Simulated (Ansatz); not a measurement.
**Bi2Se3: rattled cells**

Aim: for Bi2Se3, see what random moves of the atoms cost.

Computed with Ansatz 0.2.0 (DFT PBE, scalar-relativistic, plane waves, PAW, unless a step's input says otherwise).

## (1) The starting structure

It takes space group R-3m (No. 166, trigonal). The conventional cell has a = 4.143 Å, b = 4.143 Å, c = 28.636 Å, α = 90.00°, β = 90.00°, γ = 120.00°. Around Bi (site symmetry 3m) lie 6 Se at 2.85 to 3.07 Å. Around Se (site symmetry -3m) lie 6 Bi at 3.07 Å. Se (site symmetry 3m) has 3 Bi at 2.85 Å in its first shell of neighbours.

Coordinates:

```
Bi Se
1.0
     2.07150    1.19598    9.54533
    -2.07150    1.19598    9.54533
     0.00000   -2.39196    9.54533
Bi Se
2 3
Cartesian
  0.0000 0.0000 11.4773
  0.0000 0.0000 17.1587
  0.0000 0.0000 0.0000
  0.0000 0.0000 6.0622
  0.0000 0.0000 22.5738
```

No relaxation comes first: the listed cell is the starting point.

## (2) Zero of energy

The reference gives a free energy of -41202.2130 eV, pressure 2.55 GPa, largest force 0.156 eV/Å and gap on the mesh 0.21 eV. It was computed beforehand with the settings of the runs below.

## (3) Setting up rattled cells

All atoms are moved at random with no net shift, in some cells together with a random strain.

## (4) At rms move = 0.436 Å

File input.yaml:

```yaml
crystal:
  lattice:
    - [2.1005873639, 1.2543363794, 9.4763756527]
    - [-1.9957838993, 1.181326224, 9.462779311]
    - [-0.010826917, -2.4581512141, 9.4723951889]
  atoms:
    - { symbol: Bi, position: [0.3680902274, 0.4180813265, 0.443860287] }
    - { symbol: Bi, position: [0.5229243412, 0.655672328, 0.6084110927] }
    - { symbol: Se, position: [0.1183486786, 0.0178685637, -0.1289697661] }
    - { symbol: Se, position: [0.1990212718, 0.2653086239, 0.142906918] }
    - { symbol: Se, position: [0.791615481, 0.6430691579, 0.9337914683] }
basis:
  ecutwfc: 420
kpoints:
  mp_grid: { grid: [12, 12, 12] }
hamiltonian:
  xc: pbe
scf:
  occupations: { method: gaussian, width: 0.03 }
output:
  forces: true
  stress: true
  eigenvalues: true
```

Launch:

```console
$ ansatz run input.yaml --threads 2 --pin off --max-ram 5120MiB --backend cpu --events-out ev --progress --plain --runs-dir out
```

## (5) Point rms move = 0.316 Å

File input.yaml:

```yaml
crystal:
  lattice:
    - [2.0757065355, 1.2188076874, 9.6950199807]
    - [-2.0396493195, 1.2486196911, 9.6834596598]
    - [0.0438465605, -2.3899475236, 9.6795319936]
  atoms:
    - { symbol: Bi, position: [0.4194448224, 0.4128554869, 0.3401172618] }
    - { symbol: Bi, position: [0.6178932667, 0.5692205371, 0.5899391361] }
    - { symbol: Se, position: [0.0353145076, 0.0186648403, -0.0375518303] }
    - { symbol: Se, position: [0.111194884, 0.2608197791, 0.2634980632] }
    - { symbol: Se, position: [0.8161525194, 0.7384393567, 0.8439973692] }
basis:
  ecutwfc: 420
kpoints:
  mp_grid: { grid: [12, 12, 12] }
hamiltonian:
  xc: pbe
scf:
  occupations: { method: gaussian, width: 0.03 }
output:
  forces: true
  stress: true
  eigenvalues: true
```

## (6) Point rms move = 0.047 Å

File input.yaml:

```yaml
crystal:
  lattice:
    - [2.1844117693, 1.1831418122, 9.6195397471]
    - [-1.9548358519, 1.1909095671, 9.5687446006]
    - [0.1215150318, -2.4933710845, 9.6090923182]
  atoms:
    - { symbol: Bi, position: [0.4058721261, 0.393619658, 0.4024623434] }
    - { symbol: Bi, position: [0.5969379769, 0.601069519, 0.6049276641] }
    - { symbol: Se, position: [-0.0100464037, -0.0060699921, 0.0147064621] }
    - { symbol: Se, position: [0.2197830559, 0.2115464624, 0.2025284023] }
    - { symbol: Se, position: [0.7874532449, 0.7998343528, 0.7753751281] }
basis:
  ecutwfc: 420
kpoints:
  mp_grid: { grid: [12, 12, 12] }
hamiltonian:
  xc: pbe
scf:
  occupations: { method: gaussian, width: 0.03 }
output:
  forces: true
  stress: true
  eigenvalues: true
```

## (7) rms move = 0.042 Å

File input.yaml:

```yaml
crystal:
  lattice:
    - [1.8556477548, 1.2976283077, 9.9148780841]
    - [-2.1793115668, 1.3860440999, 9.9740406044]
    - [-0.0852615839, -2.2630070236, 9.8917521387]
  atoms:
    - { symbol: Bi, position: [0.4121437716, 0.3941993649, 0.3920060032] }
    - { symbol: Bi, position: [0.5930842265, 0.6103790199, 0.5927784765] }
    - { symbol: Se, position: [-0.0064534674, -0.0020511093, 0.0088308021] }
    - { symbol: Se, position: [0.2090470588, 0.2149299197, 0.2153364782] }
    - { symbol: Se, position: [0.7921784105, 0.7825428049, 0.7910482399] }
basis:
  ecutwfc: 420
kpoints:
  mp_grid: { grid: [12, 12, 12] }
hamiltonian:
  xc: pbe
scf:
  occupations: { method: gaussian, width: 0.03 }
output:
  forces: true
  stress: true
  eigenvalues: true
```

## (8) rms move = 0.210 Å

File input.yaml:

```yaml
crystal:
  lattice:
    - [2.0714992968, 1.1959806766, 9.54533]
    - [-2.0714992968, 1.1959806766, 9.54533]
    - [0.0, -2.3919613533, 9.54533]
  atoms:
    - { symbol: Bi, position: [0.3979961784, 0.3496354042, 0.4599379947] }
    - { symbol: Bi, position: [0.5928612578, 0.6287276054, 0.5915076341] }
    - { symbol: Se, position: [0.0173467963, -0.0015388923, -0.0022944733] }
    - { symbol: Se, position: [0.1714590939, 0.2514348772, 0.203568044] }
    - { symbol: Se, position: [0.8203366736, 0.7717410055, 0.7472808006] }
basis:
  ecutwfc: 420
kpoints:
  mp_grid: { grid: [12, 12, 12] }
hamiltonian:
  xc: pbe
scf:
  occupations: { method: gaussian, width: 0.03 }
output:
  forces: true
  stress: true
  eigenvalues: true
```

(Steps that only read results are left out.)

Before running it: what results should come out?

**Answer**, as computed:

| quantity | value |
| --- | --- |
| costliest cell | 397.0 meV/atom at an rms move of 0.316 Å |

In words: The cost runs from 1.4 to 397.0 meV/atom. Energy over the square of the rms move lies between 0.6 and 10.5 eV/Å² per atom; a harmonic solid under isotropic random moves would keep it roughly constant, while strain and close contacts change it. The gap on the mesh, 0.21 eV at the start, reads zero at rms move = 0.316. Spin-orbit coupling is left out, which matters for the bands of Bi.
